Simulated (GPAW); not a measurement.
# GaSb (F-43m) in GPAW: a series of runs

One crystal, GaSb, is run at these levels: r2SCAN, LDA; tasks: electron localisation function, single point.

Everything below comes from runs of GPAW 26.7.0. Logs are shortened: lines on timing, memory, paths and dates and some standing lists are left out, and cuts for length are marked. The log counts tension as positive stress, the text compression.

**What was measured.**

A printed reference work, data compilation reports, for a bulk crystal of GaSb at 4.2 K: band gap 0.811 eV (direct).

The runs below are set against these values where they give the same quantity.

### 1 Starting point

The structure is cubic, space group F-43m (No. 216). Conventional cell: a = 6.118 Å, b = 6.118 Å, c = 6.118 Å, α = 90.00°, β = 90.00°, γ = 90.00°. Sb (site symmetry -43m) has 4 Ga at 2.65 Å as nearest neighbours. Ga (site symmetry -43m) is surrounded by 4 Sb at 2.65 Å.

### 2 Electron localisation function, r2SCAN

run.py reads:

```python
from ase.dft.bandgap import bandgap
from ase.io import read, write
from ase.units import Bohr, GPa
from gpaw import GPAW, PW
from gpaw.elf import elf_from_dft_calculation

atoms = read('POSCAR')

calc = GPAW(mode=PW(510),
            xc='MGGA_X_R2SCAN+MGGA_C_R2SCAN',
            kpts={'size': (4, 4, 4), 'gamma': True},
            occupations={'name': 'fermi-dirac', 'width': 0.01},
            nbands=18,
            convergence={'density': 1e-05, 'energy': 1e-05},
            maxiter=150,
            txt='gpaw.txt')
atoms.calc = calc
energy = atoms.get_potential_energy()
forces = atoms.get_forces()
stress = atoms.get_stress()
calc.write('gs.gpw')
write('result.traj', atoms)
print(f'Energy: {energy:.6f} eV')
print('Forces (eV/A):')
print(forces.round(4))
print('Stress (GPa):', (stress / GPa).round(3))
print('Fermi level:', round(calc.get_fermi_level(), 4), 'eV')
print(f'Gap: {bandgap(calc)[0]:.4f} eV, direct: {bandgap(calc, direct=True)[0]:.4f} eV')

# fields on the real-space grid
write('density.cube', atoms, data=calc.get_pseudo_density() * Bohr**3)
write('potential.cube', atoms, data=calc.get_electrostatic_potential())
write('elf.cube', atoms, data=elf_from_dft_calculation(calc).data)
```

POSCAR reads:

```
GaSb
1.0
    0.0000000000      3.0590000000      3.0590000000
    3.0590000000      0.0000000000      3.0590000000
    3.0590000000      3.0590000000      0.0000000000
Sb Ga
1 1
Direct
    0.7500000000      0.7500000000      0.7500000000
    0.0000000000      0.0000000000      0.0000000000
```

Potentials or basis: GPAW PAW data sets (gpaw-data 1.2.1), pw.

Started as:

```bash
$ OMP_NUM_THREADS=1 python run.py
```

gpaw.txt:

```text
__  _  _
 | _ |_)|_||  |
 |__||  | ||/\| - 26.7.0

Input parameters:
  mode=PW(ecut=510.0),
  convergence={'density': 1e-05, 'energy': 1e-05},
  kpts=MonkhorstPack(size=(4, 4, 4), gamma=True),
  maxiter=150,
  nbands=18,
  occupations=Occupations(name='fermi-dirac', width=0.01),
  xc=XC(name='MGGA_X_R2SCAN+MGGA_C_R2SCAN')

Diagonalizing LCAO Hamiltonian
Converting LCAO to pw mode

                     Sb

       Ga

Atoms  # Å, Bohr magnetons
|   | symbol |        x |        y |        z |    initial magnetic moments |
|---|--------|----------|----------|----------|-----------------------------|
| 0 |     Sb | 4.588500 | 4.588500 | 4.588500 | ( 0.0000,  0.0000,  0.0000) |
| 1 |     Ga | 0.000000 | 0.000000 | 0.000000 | ( 0.0000,  0.0000,  0.0000) |

Unit cell  # Å
| periodic |        x |        y |        z |  lengths |    angles |
|----------|----------|----------|----------|----------|-----------|
|      yes | 0.000000 | 3.059000 | 3.059000 | 4.326079 | 60.000000 |
|      yes | 3.059000 | 0.000000 | 3.059000 | 4.326079 | 60.000000 |
|      yes | 3.059000 | 3.059000 | 0.000000 | 4.326079 | 60.000000 |

Number of symmetries: 24
Symmetry operations  # r_c * U_cc + t_c -> r_c
|    | kind |            matrix            |
|----|------|------------------------------|
|  0 |  E   |  1, 0, 0,  0, 1, 0,  0, 0, 1 |
|  1 |  σ   |  1, 0, 0,  0, 0, 1,  0, 1, 0 |
|  2 |  σ   |  1, 0,-1,  0, 1,-1,  0, 0,-1 |
|  3 |  C3  |  1, 0,-1,  0, 0,-1,  0, 1,-1 |
|  4 |  C3  |  1,-1, 0,  0,-1, 1,  0,-1, 0 |
|  5 |  σ   |  1,-1, 0,  0,-1, 0,  0,-1, 1 |
|  6 |  σ   |  0, 1, 0,  1, 0, 0,  0, 0, 1 |
|  7 |  C3  |  0, 1, 0,  0, 0, 1,  1, 0, 0 |
|  8 |  C2  |  0, 1,-1,  1, 0,-1,  0, 0,-1 |
|  9 |  S4  |  0, 1,-1,  0, 0,-1,  1, 0,-1 |
| 10 |  C3  |  0, 0, 1,  1, 0, 0,  0, 1, 0 |
| 11 |  σ   |  0, 0, 1,  0, 1, 0,  1, 0, 0 |
| 12 |  S4  |  0, 0,-1,  1, 0,-1,  0, 1,-1 |
| 13 |  C3  |  0, 0,-1,  0, 1,-1,  1, 0,-1 |
| 14 |  S4  |  0,-1, 1,  1,-1, 0,  0,-1, 0 |
| 15 |  C2  |  0,-1, 1,  0,-1, 0,  1,-1, 0 |
| 16 |  C3  |  0,-1, 0,  1,-1, 0,  0,-1, 1 |
| 17 |  S4  |  0,-1, 0,  0,-1, 1,  1,-1, 0 |
| 18 |  S4  | -1, 1, 0, -1, 0, 1, -1, 0, 0 |
| 19 |  C3  | -1, 1, 0, -1, 0, 0, -1, 0, 1 |
| 20 |  C3  | -1, 0, 1, -1, 1, 0, -1, 0, 0 |
| 21 |  S4  | -1, 0, 1, -1, 0, 0, -1, 1, 0 |
| 22 |  σ   | -1, 0, 0, -1, 1, 0, -1, 0, 1 |
| 23 |  C2  | -1, 0, 0, -1, 0, 1, -1, 1, 0 |

BZ-sampling:
  Number of BZ points: 64
  Number of IBZ points: 8

  Monkhorst-Pack size: [4, 4, 4]
  Monkhorst-Pack shift: [0.125, 0.125, 0.125]

K-points  # in reciprocal-cell coordinates
|   |                                coordinates |     weight |
|---|--------------------------------------------|------------|
| 0 | (  0.00000000,   0.00000000,   0.00000000) | 0.01562500 |
| 1 | (  0.25000000,   0.25000000,   0.00000000) | 0.09375000 |
| 2 | (  0.25000000,   0.25000000,   0.25000000) | 0.12500000 |
| 3 | (  0.50000000,   0.25000000,  -0.25000000) | 0.09375000 |
| 4 | (  0.50000000,   0.25000000,   0.25000000) | 0.18750000 |
| 5 | (  0.50000000,   0.50000000,   0.00000000) | 0.04687500 |
| 6 | (  0.50000000,   0.50000000,   0.25000000) | 0.37500000 |
| 7 | (  0.50000000,   0.50000000,   0.50000000) | 0.06250000 |

Plane wave coefficients: 1524
Cutoff: 510.0 eV

Spin-components: 1 (collinear spins)
Bands:           18
Projectors:      11
Spin-degeneracy: 2
Datatype:        complex128

Density:
  Valence electrons: 18.0
  Components: 1
  Grid points: [24 24 24]
  Charge: 0.0  # |e|

Potential:
  Grid points: [24 24 24]

species:
  Sb:
    name:    Antimony
    Z:       51.0
    valence: 15
    core:    36
    charge:  0.0  # [|e|]
    compensation charges:
      type: gauss
      rc: 0.36  # [Å]
      lmax: 2
    cutoffs:
      filter: 2.23  # [Å]
      core: 2.23  # [Å]
    projectors
    | kind |    occ | energy [eV] | rcut [Å] |
    |------|--------|-------------|----------|
    |   5s |  2.000 |     -12.815 |    1.154 |
    |   5p |  3.000 |      -4.830 |    1.233 |
    |   4d | 10.000 |     -33.514 |    1.196 |
    |    s |        |      14.396 |    1.154 |
    |    p |        |      22.381 |    1.233 |
    |    d |        |      -6.303 |    1.196 |

    Using partial waves for Sb as LCAO basis

  Ga:
    name:    Gallium
    Z:       31.0
    valence: 3
    core:    28
    charge:  0.0  # [|e|]
    compensation charges:
      type: gauss
      rc: 0.37  # [Å]
      lmax: 2
    cutoffs:
      filter: 2.06  # [Å]
      core: 4.17  # [Å]
    projectors
    | kind |    occ | energy [eV] | rcut [Å] |
    |------|--------|-------------|----------|
    |   4s |  2.000 |      -8.945 |    1.164 |
    |   4p |  1.000 |      -2.580 |    1.164 |
    |    s |        |      18.266 |    1.164 |
    |    p |        |      24.631 |    1.164 |
    |    d |        |       0.000 |    1.164 |

    Using partial waves for Ga as LCAO basis

Reference energy: -229166.229777  # eV

eigensolver:
  PPCG
  Converge bands: occupied
  niter=2

density mixing:
  MSR1-Mixer
  Pratt-step length: 0.05
  Maximum mixing coefficient: 0.75
  Old densities: 10
  SVD Regularization: 0.005
  Good broyden scale: 1.0
  Trust region scale: 1.0
  Backstep threshold: 4.0
  History deletion threshold: 6.0
  Fourier metric: weight=20.0, sigma=0.015

occupation numbers:
  Fermi-Dirac:
    width: 0.0100  # eV

poisson solver:
  ecut: 4080.0  # eV

xc functional:
  name: MGGA_X_R2SCAN+MGGA_C_R2SCAN with 2 nearest neighbor stencil

convergence criteria:
[... 6 lines left out ...]
|iter     | |      energy | eigst |  dens |
|---------|-|-------------|-------|-------|
|iter:   1| |  -31.344636 | +0.16 |       |
|iter:   2| |  -29.754717 | -1.07 | -1.29 |
|iter:   3| |-3846946.691001 | +6.51 | -1.27 |
|iter:   4| |   23.788692 | +3.88 | +2.34 |
|iter:   5| |  -29.550077 | +1.41 | -0.69 |
|iter:   6| |  -29.827813 | -0.06 | -1.50 |
|iter:   7| |  -29.841412 | -1.59 | -1.71 |
|iter:   8| |  -29.823523 | -2.30 | -1.67 |
|iter:   9| |  -29.823926 | -3.38 | -1.85 |
|iter:  10| |  -29.825559 | -3.23 | -2.10 |
|iter:  11| |  -29.825637 | -4.69 | -3.13 |
|iter:  12| |  -29.825647c| -5.49 | -3.45 |
|iter:  13| |  -29.825647c| -6.35 | -3.58 |
|iter:  14| |  -29.825647c| -7.40 | -4.05 |
|iter:  15| |  -29.825647c| -7.85c| -4.43 |
|iter:  16| |  -29.825647c| -8.72c| -5.61c|

Converged in 16 steps
Energy contributions relative to reference atoms: (reference = -229166.229777)

Energy contributions:
  Kinetic:          12.421051
  Coulomb:         -10.289443
  Zero:             -0.001471
  External:          0.000000
  Xc:              -31.955782
  Entropy:          -0.000000
  Spinorbit:         0.000000
  ----------------------------
  Free energy:     -29.825647
  Extrapolated:    -29.825647

dipole moment: (-11.037968, -11.037968, -11.037968)  # |e|*Ang

Fermi level: 4.920
Eigenvalues  # (at kpt = [0.000, 0.000, 0.000])
| band index |      eig [eV] | occ [0-2] |
|------------|---------------|-----------|
|          0 |       -24.720 |     2.000 |
|          1 |       -24.720 |     2.000 |
|          2 |       -24.720 |     2.000 |
|          3 |       -24.696 |     2.000 |
|          4 |       -24.696 |     2.000 |
|          5 |        -7.171 |     2.000 |
[... 10 lines left out ...]
|         16 |        14.892 |     0.000 |
|         17 |        14.892 |     0.000 |

Gap: 0.510 eV
Transition (v -> c):
  (s=0, k=0, n=8, [0.00, 0.00, 0.00]) -> (s=0, k=0, n=9, [0.00, 0.00, 0.00])
No difference between direct/indirect transitions

Forces  # eV/Ang
|       x |        y |        z |
|---------|----------|----------|
| 0.00000 | -0.00000 | -0.00000 |  # Sb   0
| 0.00000 | -0.00000 |  0.00000 |  # Ga   1

Stress tensor  # eV/Ang^3
|         x |         y |         z |
|-----------|-----------|-----------|
| -0.000758 | -0.000000 | -0.000000 |
| -0.000000 | -0.000758 |  0.000000 |
| -0.000000 |  0.000000 | -0.000758 |

# Writing to gs.gpw (mode='')
```

It took 29 s on 1 thread of Arm Neoverse V1, shared host; peak memory 0.27 GiB.

Results:

| Quantity | Value |
| --- | --- |
| Free energy | -29.8256 eV |
| Pressure | 0.1 GPa |
| Band gap on the k mesh | 0.51 eV, direct |

Levels at points of the mesh, in eV from the valence-band top:
| k point | band 7 | band 8 | band 9 | band 10 | band 11 | band 12 |
| --- | --- | --- | --- | --- | --- | --- |
| (0.00, 0.00, 0.00) | 0.00 | 0.00 | 0.00 | 0.51 | 3.01 | 3.01 |
| (0.50, 0.50, 0.00) | -7.01 | -2.68 | -2.68 | 1.14 | 1.50 | 9.34 |
| (0.50, 0.50, 0.50) | -6.55 | -1.20 | -1.20 | 0.72 | 4.04 | 4.04 |

Caveat: the k mesh is coarse (spacing up to 0.44 Å⁻¹), so the values aren't converged; the cutoff is short for stress and forces, so pressures can be off by a GPa or more; the PAW data sets were made with another functional, which shifts forces and pressure a little; spin-orbit coupling is left out, which moves the levels of the heavy elements. A k mesh can miss the band edges.

### 3 Single point, LDA

run.py reads:

```python
from ase.dft.bandgap import bandgap
from ase.io import write
from ase.spacegroup import crystal
from ase.units import GPa
from gpaw import GPAW, PW, setup_paths

setup_paths.insert(0, '.')

# Sb 4c
# Ga 4a
atoms = crystal(['Sb', 'Ga'],
                basis=[[0.25, 0.25, 0.25],
                       [0.0, 0.0, 0.0]],
                spacegroup=216, setting=1,  # F-43m
                cellpar=[6.118, 6.118, 6.118, 90.0, 90.0, 90.0],
                primitive_cell=True)

calc = GPAW(mode=PW(500),
            xc='LDA',
            kpts={'size': (6, 6, 6), 'gamma': True},
            occupations={'name': 'fermi-dirac', 'width': 0.01},
            nbands=18,
            convergence={'density': 1e-05, 'energy': 1e-05},
            maxiter=150,
            txt='gpaw.txt')
atoms.calc = calc
energy = atoms.get_potential_energy()
forces = atoms.get_forces()
stress = atoms.get_stress()
calc.write('gs.gpw')
write('result.traj', atoms)
print(f'Energy: {energy:.6f} eV')
print('Forces (eV/A):')
print(forces.round(4))
print('Stress (GPa):', (stress / GPa).round(3))
print('Fermi level:', round(calc.get_fermi_level(), 4), 'eV')
print(f'Gap: {bandgap(calc)[0]:.4f} eV, direct: {bandgap(calc, direct=True)[0]:.4f} eV')
```

Potentials or basis: PAW data sets generated in the run's folder for this functional, pw.

Started as:

```bash
$ gpaw-setup -f LDA Ga Sb
$ OMP_NUM_THREADS=1 python run.py
```

It took 13 s on 1 thread of Arm Neoverse V1, shared host; peak memory 0.14 GiB.

Results (log left out):

```
Free energy            : -8.9375 eV
Pressure               : -2.0 GPa
Band gap on the k mesh : none (metal or under the smearing width)
```

Levels at points of the mesh, in eV from the Fermi level:
```tsv
k point	band 6	band 7	band 8	band 9	band 10	band 11	band 12	band 13
(0.00, 0.00, 0.00)	-11.51	-0.13	-0.01	-0.01	-0.01	2.80	2.80	2.80
(0.50, 0.50, 0.00)	-9.15	-6.82	-2.56	-2.56	0.85	1.18	8.66	8.66
(0.50, 0.50, 0.50)	-9.95	-6.38	-1.15	-1.15	0.31	3.77	3.77	6.36
```

Caveat: the cutoff is short for stress and forces, so pressures can be off by a GPa or more; this crystal is a semiconductor, whose small gap the functional closes, so the metal is an error of the method.

### 4 The reference run

An earlier run on the cell as given: functional PBE; potentials or basis GPAW PAW data sets (gpaw-data 1.2.1); cutoff 600 eV; basis pw; k mesh 8 × 8 × 8; occupations fermi-dirac, width 0.05 eV; no spin polarisation.

* Pressure: 2.3 GPa
* Band gap on the k mesh: 0.09 eV, direct

### 5 Summary

```tsv
task	level	potentials or basis	k mesh	cutoff (eV)	smearing	mesh quality	gap on the mesh (eV)	pressure (GPa)
electron localisation function	r2SCAN	GPAW PAW data sets (gpaw-data 1.2.1), pw	4 × 4 × 4	510	fermi-dirac 0.01 eV	coarse	0.51	0.1
single point	LDA	PAW data sets generated in the run's folder for this functional, pw	6 × 6 × 6	500	fermi-dirac 0.01 eV	not flagged	none	-2.0
single point	PBE	GPAW PAW data sets (gpaw-data 1.2.1), pw	8 × 8 × 8	600	fermi-dirac 0.05 eV	not flagged	0.09	2.3
```

Alike in all rows: no spin polarisation; cell as given.

Caveats: some runs use coarse meshes; the cutoff is short for stress and forces, so pressures can be off by a GPa or more (some runs); spin-orbit coupling is left out, which moves the levels of the heavy elements (some runs); the PAW data sets were made with another functional, which shifts forces and pressure a little (some runs); this crystal is a semiconductor, whose small gap the functional closes, so the metal is an error of the method (some runs).

Total energies depend on the potentials used, so only differences within one code and one set of settings carry meaning.

### 6 Comparison with measurements

Step 3. A measured gap of GaSb is 0.811 eV (direct; 4.2 K; a printed reference work, data compilation); the calculated 0.00 eV misses it by -0.81 eV. Spin-orbit coupling on Ga, Sb is left out. The value is that of LDA on a finite k mesh, which can miss the band edges, without temperature or zero-point motion. Semilocal functionals fall short of measured gaps as a rule.
